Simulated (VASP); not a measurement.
# Cu3Au (Auricupride) (Pm-3m) in VASP: settings compared

Aim: see how the results for Cu3Au (Auricupride) move with the level of theory and the settings. Levels: BLYP, PW91. Tasks: band structure.

Program: VASP 6.6.1. These are calculated values, not measurements. Logs are shortened: lines on timing, memory, paths and dates and some standing lists are left out, and cuts for length are marked.

### 1 The structure

It takes space group Pm-3m (No. 221, cubic). Conventional cell: a = 3.740 Å, b = 3.740 Å, c = 3.740 Å, α = 90.00°, β = 90.00°, γ = 90.00°. Au (site symmetry m-3m) has 12 Cu at 2.64 Å as nearest neighbours. Around Cu (site symmetry 4/mmm) lie 4 Au at 2.64 Å and 8 Cu at 2.64 Å.

### 2 Band structure, BLYP

INCAR

```
PREC = Accurate ; ENCUT = 520
EDIFF = 1E-7 ; ISMEAR = -1
SIGMA = 0.05 ; LREAL = F
LASPH = T ; NELM = 100
ALGO = Normal ; ISIF = 2
LWAVE = F ; LCHARG = F
LMAXMIX = 4 ; GGA = B5
ALDAX = 1.0 ; AGGAX = 1.0
AGGAC = 1.0 ; ALDAC = 0.0
```

KPOINTS

```
Automatic mesh
0
Gamma
  7 7 7
```

POSCAR

```
Cu3Au
1.0
    3.7400000000      0.0000000000      0.0000000000
    0.0000000000      3.7400000000      0.0000000000
    0.0000000000      0.0000000000      3.7400000000
Au Cu
1 3
Direct
    0.0000000000      0.0000000000      0.0000000000
    0.5000000000      0.5000000000      0.0000000000
    0.5000000000      0.0000000000      0.5000000000
    0.0000000000      0.5000000000      0.5000000000
```

KPOINTS_OPT

```
path GXMGRX,MR
15
line-mode
reciprocal
 0.0000000000  0.0000000000  0.0000000000  G
 0.0000000000  0.5000000000  0.0000000000  X

 0.0000000000  0.5000000000  0.0000000000  X
 0.5000000000  0.5000000000  0.0000000000  M

 0.5000000000  0.5000000000  0.0000000000  M
 0.0000000000  0.0000000000  0.0000000000  G

 0.0000000000  0.0000000000  0.0000000000  G
 0.5000000000  0.5000000000  0.5000000000  R

 0.5000000000  0.5000000000  0.5000000000  R
 0.0000000000  0.5000000000  0.0000000000  X

 0.5000000000  0.5000000000  0.0000000000  M
 0.5000000000  0.5000000000  0.5000000000  R
```

Potentials or basis: VASP PAW PBE potentials, release 64 (Au, Cu).

The run is started by

```
cat potpaw_PBE.64/Au/POTCAR potpaw_PBE.64/Cu/POTCAR > POTCAR
mpirun -np 1 vasp_std > vasp.out
```

OUTCAR:

```text
PREC = Accurate
   ENCUT = 520
   EDIFF = 1E-7
   ISMEAR = -1
   LREAL = F
   LASPH = T
   NELM = 100
   ISIF = 2
   GGA = B5

 ion  position               nearest neighbor table
   1  0.000  0.000  0.000-   2 2.64   3 2.64   4 2.64   3 2.64   4 2.64   2 2.64   4 2.64   4 2.64
                             2 2.64   3 2.64   3 2.64   2 2.64
   2  0.500  0.500  0.000-   1 2.64   3 2.64   4 2.64   3 2.64   4 2.64   1 2.64   3 2.64   3 2.64
                             1 2.64   4 2.64   4 2.64   1 2.64
   3  0.500  0.000  0.500-   1 2.64   2 2.64   4 2.64   1 2.64   2 2.64   2 2.64   4 2.64   2 2.64
                             1 2.64   4 2.64   1 2.64   4 2.64
   4  0.000  0.500  0.500-   1 2.64   2 2.64   3 2.64   1 2.64   2 2.64   1 2.64   3 2.64   1 2.64
                             2 2.64   3 2.64   2 2.64   3 2.64

  LATTYP: Found a simple cubic cell.
 ALAT       =     3.7400000000

  Lattice vectors:

 A1 = (   3.7400000000,   0.0000000000,   0.0000000000)
 A2 = (   0.0000000000,   3.7400000000,   0.0000000000)
 A3 = (   0.0000000000,   0.0000000000,   3.7400000000)

Analysis of symmetry for initial positions (statically):
=====================================================================
 Subroutine PRICEL returns:
 Original cell was already a primitive cell.

 Routine SETGRP: Setting up the symmetry group for a
 simple cubic supercell.

 Subroutine GETGRP returns: Found 48 space group operations
 (whereof 48 operations were pure point group operations)
 out of a pool of 48 trial point group operations.

The static configuration has the point symmetry O_h .

Analysis of symmetry for dynamics (positions and initial velocities):
=====================================================================
 Subroutine PRICEL returns:
 Original cell was already a primitive cell.

 Routine SETGRP: Setting up the symmetry group for a
 simple cubic supercell.

 Subroutine GETGRP returns: Found 48 space group operations
 (whereof 48 operations were pure point group operations)
 out of a pool of 48 trial point group operations.

The dynamic configuration has the point symmetry O_h .

 Subroutine INISYM returns: Found 48 space group operations
 (whereof 48 operations are pure point group operations),
 and found     1 'primitive' translations

----------------------------------------------------------------------------------------

                                     Primitive cell

  volume of cell :      52.3136

  direct lattice vectors                    reciprocal lattice vectors
     3.740000000  0.000000000  0.000000000     0.267379679  0.000000000  0.000000000
     0.000000000  3.740000000  0.000000000     0.000000000  0.267379679  0.000000000
     0.000000000  0.000000000  3.740000000     0.000000000  0.000000000  0.267379679

  length of vectors
     3.740000000  3.740000000  3.740000000     0.267379679  0.267379679  0.267379679

  position of ions in fractional coordinates (direct lattice)
     0.000000000  0.000000000  0.000000000
     0.500000000  0.500000000  0.000000000
     0.500000000  0.000000000  0.500000000
     0.000000000  0.500000000  0.500000000

  ion indices of the primitive-cell ions
   primitive index   ion index
                 1           1
                 2           2
                 3           3
                 4           4

----------------------------------------------------------------------------------------

 KPOINTS: Automatic mesh

Automatic generation of k-mesh.
 Grid dimensions read from file:
 generate k-points for:    7    7    7

 Generating k-lattice:

  Cartesian coordinates                     Fractional coordinates (reciprocal lattice)
     0.038197097  0.000000000  0.000000000     0.142857143  0.000000000  0.000000000
     0.000000000  0.038197097  0.000000000     0.000000000  0.142857143  0.000000000
     0.000000000  0.000000000  0.038197097     0.000000000  0.000000000  0.142857143

  Length of vectors
     0.038197097  0.038197097  0.038197097

  Shift w.r.t. Gamma in fractional coordinates (k-lattice)
     0.000000000  0.000000000  0.000000000

 Subroutine IBZKPT returns following result:
 ===========================================

 Found     20 irreducible k-points:

 Following reciprocal coordinates:
            Coordinates               Weight
  0.000000  0.000000  0.000000      1.000000
  0.142857  0.000000  0.000000      6.000000
  0.285714  0.000000  0.000000      6.000000
  0.428571  0.000000  0.000000      6.000000
  0.142857  0.142857  0.000000     12.000000
  0.285714  0.142857  0.000000     24.000000
[... 12 lines left out ...]
  0.428571  0.428571  0.285714     24.000000
  0.428571  0.428571  0.428571      8.000000
   k-points           NKPTS =     20   k-points in BZ     NKDIM =     20   number of bands    NBANDS=     26
   number of dos      NEDOS =    301   number of ions     NIONS =      4
   total plane-waves  NPLWV =  21952
   dimension x,y,z NGX =    28 NGY =   28 NGZ =   28
   dimension x,y,z NGXF=    56 NGYF=   56 NGZF=   56
   ions per type =               1   3
   NGX,Y,Z   is equivalent  to a cutoff of  12.45, 12.45, 12.45 a.u.
   NGXF,Y,Z  is equivalent  to a cutoff of  24.89, 24.89, 24.89 a.u.
 SYSTEM =  unknown system
   PREC   = accura    normal or accurate (medium, high low for compatibility)
   ISTART =      0    job   : 0-new  1-cont  2-samecut
   ICHARG =      2    charge: 1-file 2-atom 10-const
   ISPIN  =      1    spin polarized calculation?
   LNONCOLLINEAR =      F non collinear calculations
   LSORBIT =      F    spin-orbit coupling
   LASPH  =      T    aspherical Exc in radial PAW
   ENCUT  =  520.0 eV  38.22 Ry    6.18 a.u.   6.95  6.95  6.95*2*pi/ulx,y,z
   NELM   =    100;   NELMIN=  2; NELMDL= -5     # of ELM steps
   EDIFF  = 0.1E-06   stopping-criterion for ELM
   LREAL  =      F    real-space projection
   EDIFFG = 0.1E-05   stopping-criterion for IOM
   NSW    =      0    number of steps for IOM
   IBRION =     -1    ionic relax: 0-MD 1-quasi-New 2-CG
   NFREE  =      0    steps in history (QN), initial steepest desc. (CG)
   ISIF   =      2    stress and relaxation
   ISYM   =      2    0-nonsym 1-usesym 2-fastsym
   POTIM  = 0.5000    time-step for ionic-motion
   TEBEG  =    0.0;   TEEND  =   0.0 temperature during run
   PSTRESS=    0.0 pullay stress
   NELECT =      44.0000    total number of electrons
   NUPDOWN=      -1.0000    fix difference up-down
   EMIN   =  10.00;   EMAX   =-10.00  energy-range for DOS
   EFERMI =   0.00;   METHOD = LEGACY
   ISMEAR =    -1;   SIGMA  =   0.05  broadening in eV -4-tet -1-fermi 0-gaus
   EFERMI_NEDOS =   21; number of points for ismear=-14 and -15
   IALGO  =     38    algorithm
   IMIX   =      4    mixing-type and parameters
     AMIX     =   0.40;   BMIX     =  1.00
     AMIX_MAG =   1.60;   BMIX_MAG =  1.00
  volume/ion in A,a.u.               =      13.08        88.26
  Fermi-wavevector in a.u.,A,eV,Ry     =   1.545328  2.920247 32.491255  2.388040
  Thomas-Fermi vector in A             =   2.650723
   LORBIT       =      0    0 simple, 1 ext, 2 COOP (PROOUT), +10 PAW based schemes
   GGA     = B5    functional components
   LHFCALC =     F    Hartree Fock is set to
   AEXX    =    0.0000 exact exchange contribution
   IVDW    =     0    specifies the selected vdW correction
   LEPSILON=     F    determine dielectric tensor
   LRPA    =     F    only Hartree local field effects (RPA)
 non-spin polarized calculation
  energy-cutoff  :      520.00
  volume of cell :       52.31
 maximum number of plane-waves:      1422
 NGX is ok and might be reduce to    28
   NGX = 13   NGY = 13   NGZ = 13

 number of electron      44.0000060 magnetization

 Free energy of the ion-electron system (eV)
  ---------------------------------------------------
  ext. energy  EPLUGINS =         0.00000000
  ---------------------------------------------------
  free energy    TOTEN  =       -11.31868828 eV

  energy without entropy =      -11.30634953  energy(sigma->0) =      -11.31251890

 E-fermi :   8.8253     XC(G=0): -12.1389

 val. band max:        8.8015511667   @ k =   0.2857   0.2857   0.0000
 cond. band min:       8.9788207854   @ k =   0.1429   0.0000   0.0000
 fundamental gap:      0.1772696187
 Fermi energy:         8.8252809194

 k-point     1 :       0.0000    0.0000    0.0000
  band No.  band energies     occupation
      1      -0.7231      2.00000
      2       2.4359      2.00000
      3       2.4359      2.00000
      4       3.2249      2.00000
      5       3.2249      2.00000
      6       3.2249      2.00000
[... 18 lines left out ...]
     25      14.9400      0.00000
     26      16.4310      0.00000

 k-point     2 :       0.1429    0.0000    0.0000
  band No.  band energies     occupation
      1      -0.4768      2.00000
      2       2.5273      2.00000
      3       2.5538      2.00000
      4       3.2741      2.00000
      5       3.2875      2.00000
      6       3.2875      2.00000
[... 18 lines left out ...]
     25      15.3924      0.00000
     26      16.3251      0.00000

 k-point     3 :       0.2857    0.0000    0.0000
  band No.  band energies     occupation
      1       0.2229      2.00000
      2       2.7513      2.00000
      3       2.7904      2.00000
      4       3.3953      2.00000
      5       3.4565      2.00000
      6       3.4565      2.00000
[... 18 lines left out ...]
     25      15.7665      0.00000
     26      16.0697      0.00000

 k-point     4 :       0.4286    0.0000    0.0000
  band No.  band energies     occupation
      1       1.1605      2.00000
      2       2.7046      2.00000
      3       2.9554      2.00000
      4       3.5074      2.00000
      5       3.6411      2.00000
      6       3.6411      2.00000
[... 18 lines left out ...]
     25      15.8531      0.00000
     26      16.2344      0.00000
[... 380 lines left out ...]
      1       2.2895      2.00000
      2       2.7381      2.00000
      3       2.8535      2.00000
      4       3.6235      2.00000
      5       3.8169      2.00000
      6       4.2930      2.00000
[... 18 lines left out ...]
     25      12.6392      0.00000
     26      13.4380      0.00000

 k-point    19 :       0.4286    0.4286    0.2857
  band No.  band energies     occupation
      1       2.4114      2.00000
      2       2.6595      2.00000
      3       2.7214      2.00000
      4       3.5007      2.00000
      5       4.0621      2.00000
      6       4.4120      2.00000
[... 18 lines left out ...]
     25      12.7641      0.00000
     26      13.8991      0.00000

 k-point    20 :       0.4286    0.4286    0.4286
  band No.  band energies     occupation
      1       2.3916      2.00000
      2       2.4591      2.00000
      3       2.4591      2.00000
      4       3.5049      2.00000
      5       4.3181      2.00000
      6       4.3181      2.00000
[... 18 lines left out ...]
     25      11.8235      0.00000
     26      13.1985      0.00000

------------------------ aborting loop because EDIFF is reached ----------------------------------------

  FORCE on cell =-STRESS in cart. coord.  units (eV):
  Direction    XX          YY          ZZ          XY          YZ          ZX
  --------------------------------------------------------------------------------------
  -------------------------------------------------------------------------------------
  Total        4.8723664      4.8723664      4.8723664      0.0000000     -0.0000000     -0.0000000
  in kB      149.2229815    149.2229815    149.2229815      0.0000000     -0.0000000     -0.0000000
  external PRESSURE =     149.2229815 kB  Pullay stress =       0.0000000 kB

 VOLUME and BASIS-vectors are now :
 -----------------------------------------------------------------------------
  energy-cutoff  :      520.00
  volume of cell :       52.31
      direct lattice vectors                 reciprocal lattice vectors
     3.740000000  0.000000000  0.000000000     0.267379679  0.000000000  0.000000000
     0.000000000  3.740000000  0.000000000     0.000000000  0.267379679  0.000000000
     0.000000000  0.000000000  3.740000000     0.000000000  0.000000000  0.267379679

 POSITION                                       TOTAL-FORCE (eV/Angst)
 -----------------------------------------------------------------------------------
      0.00000      0.00000      0.00000         0.000000      0.000000      0.000000
      1.87000      1.87000      0.00000         0.000000      0.000000      0.000000
      1.87000      0.00000      1.87000         0.000000      0.000000      0.000000
      0.00000      1.87000      1.87000         0.000000      0.000000      0.000000
 -----------------------------------------------------------------------------------
    total drift:                                0.000000      0.000000      0.000000

  FREE ENERGIE OF THE ION-ELECTRON SYSTEM (eV)
  ---------------------------------------------------
  free  energy   TOTEN  =       -11.3186882758 eV

  energy  without entropy=      -11.3063495288  energy(sigma->0) =      -11.31251890
```

It took 1.8 min on 1 thread of Intel Xeon Platinum 8375C at 2.90GHz (Ice Lake), shared host; peak memory 0.18 GiB.

Results:

```
Free energy             : -11.3187 eV
Pressure                : 14.9 GPa
Band gap along the path : none (metal or under the smearing width)
```

Levels at the corners of the path, in eV from the Fermi level:
```
point  band 20  band 21  band 22  band 23  band 24  band 25
    Γ    -1.41    -1.41     1.44     1.44     1.44     6.11
    X    -1.99    -1.58    -1.41     5.96     5.96     6.73
    X    -1.99    -1.58    -1.41     5.96     5.96     6.73
    M    -2.20    -0.51    -0.51    -0.40     0.42     8.74
    M    -2.20    -0.51    -0.51    -0.40     0.42     8.74
    Γ    -1.41    -1.41     1.44     1.44     1.44     6.11
    Γ    -1.41    -1.41     1.44     1.44     1.44     6.11
    R    -1.64    -0.86    -0.82    -0.82    -0.82     2.50
    R    -1.64    -0.86    -0.82    -0.82    -0.82     2.50
    X    -1.99    -1.58    -1.41     5.96     5.96     6.73
    M    -2.20    -0.51    -0.51    -0.40     0.42     8.74
    R    -1.64    -0.86    -0.82    -0.82    -0.82     2.50
```

Caveat: the PAW data sets were made with another functional, which shifts forces and pressure a little; spin-orbit coupling is left out, which moves the levels of the heavy elements.

### 3 Band structure, PW91

POSCAR is that of step 2.

INCAR.step1

```
SYSTEM = Cu3Au
ALGO = Normal
EDIFF = 1E-7
ENCUT = 520
GGA = 91
ISIF = 2
ISMEAR = -1
LASPH = .True.
LCHARG = .True.
LMAXMIX = 4
LREAL = .False.
LWAVE = .False.
NELM = 100
PREC = Accurate
SIGMA = 0.05
```

KPOINTS.step1

```
k-points
0
Gamma
  7 7 7
  0 0 0
```

INCAR.step2

```
SYSTEM = Cu3Au
ALGO = Normal
EDIFF = 1E-7
ENCUT = 520
GGA = 91
ICHARG = 11
ISIF = 2
ISMEAR = 0
LASPH = .True.
LCHARG = .False.
LMAXMIX = 4
LREAL = .False.
LWAVE = .False.
NELM = 100
PREC = Accurate
SIGMA = 0.05
```

KPOINTS.step2

```
path GXMGRX,MR
10
line-mode
reciprocal
 0.0000000000  0.0000000000  0.0000000000  G
 0.0000000000  0.5000000000  0.0000000000  X

 0.0000000000  0.5000000000  0.0000000000  X
 0.5000000000  0.5000000000  0.0000000000  M

 0.5000000000  0.5000000000  0.0000000000  M
 0.0000000000  0.0000000000  0.0000000000  G

 0.0000000000  0.0000000000  0.0000000000  G
 0.5000000000  0.5000000000  0.5000000000  R

 0.5000000000  0.5000000000  0.5000000000  R
 0.0000000000  0.5000000000  0.0000000000  X

 0.5000000000  0.5000000000  0.0000000000  M
 0.5000000000  0.5000000000  0.5000000000  R
```

Potentials or basis: VASP PAW PBE potentials, release 64 (Au, Cu).

The run is started by

```
cat potpaw_PBE.64/Au/POTCAR potpaw_PBE.64/Cu/POTCAR > POTCAR
cp INCAR.step1 INCAR
cp KPOINTS.step1 KPOINTS
mpirun -np 1 vasp_std > vasp.out
cp INCAR.step2 INCAR
cp KPOINTS.step2 KPOINTS
mpirun -np 1 vasp_std > vasp.out
```

Run time: 89 s. Hardware: 1 thread of Intel Xeon Platinum 8375C at 2.90GHz (Ice Lake), shared host; peak memory 0.2 GiB.

It converged, with:

- Band gap along the path: none (metal or under the smearing width)

Levels at the corners of the path, in eV from the Fermi level:
| point | band 18 | band 19 | band 20 | band 21 | band 22 | band 23 | band 24 | band 25 | band 26 |
| --- | --- | --- | --- | --- | --- | --- | --- | --- | --- |
| Γ | -1.51 | -1.35 | -1.35 | -1.35 | 1.34 | 1.34 | 1.34 | 6.11 | 7.66 |
| X | -2.22 | -1.97 | -1.91 | -1.51 | -1.35 | 5.89 | 5.89 | 6.67 | 6.69 |
| X | -2.22 | -1.97 | -1.91 | -1.51 | -1.35 | 5.89 | 5.89 | 6.67 | 6.68 |
| M | -2.29 | -2.21 | -2.13 | -0.48 | -0.48 | -0.36 | 0.41 | 8.67 | 9.59 |
| M | -2.29 | -2.21 | -2.13 | -0.48 | -0.48 | -0.36 | 0.41 | 8.67 | 9.59 |
| Γ | -1.51 | -1.35 | -1.35 | -1.35 | 1.34 | 1.34 | 1.34 | 6.11 | 7.66 |
| Γ | -1.51 | -1.35 | -1.35 | -1.35 | 1.34 | 1.34 | 1.34 | 6.11 | 7.66 |
| R | -1.58 | -1.58 | -1.58 | -1.00 | -0.97 | -0.97 | -0.97 | 2.56 | 4.24 |
| R | -1.58 | -1.58 | -1.58 | -1.00 | -0.97 | -0.97 | -0.97 | 2.56 | 4.24 |
| X | -2.22 | -1.97 | -1.91 | -1.51 | -1.35 | 5.89 | 5.89 | 6.67 | 6.68 |
| M | -2.29 | -2.21 | -2.13 | -0.48 | -0.48 | -0.36 | 0.41 | 8.67 | 9.59 |
| R | -1.58 | -1.58 | -1.58 | -1.00 | -0.97 | -0.97 | -0.97 | 2.56 | 4.24 |

Caveat: the log is that of the step along the path at fixed density, whose energy, stress, charges and moments have no meaning; the PAW data sets were made with another functional, which shifts forces and pressure a little; spin-orbit coupling is left out, which moves the levels of the heavy elements.
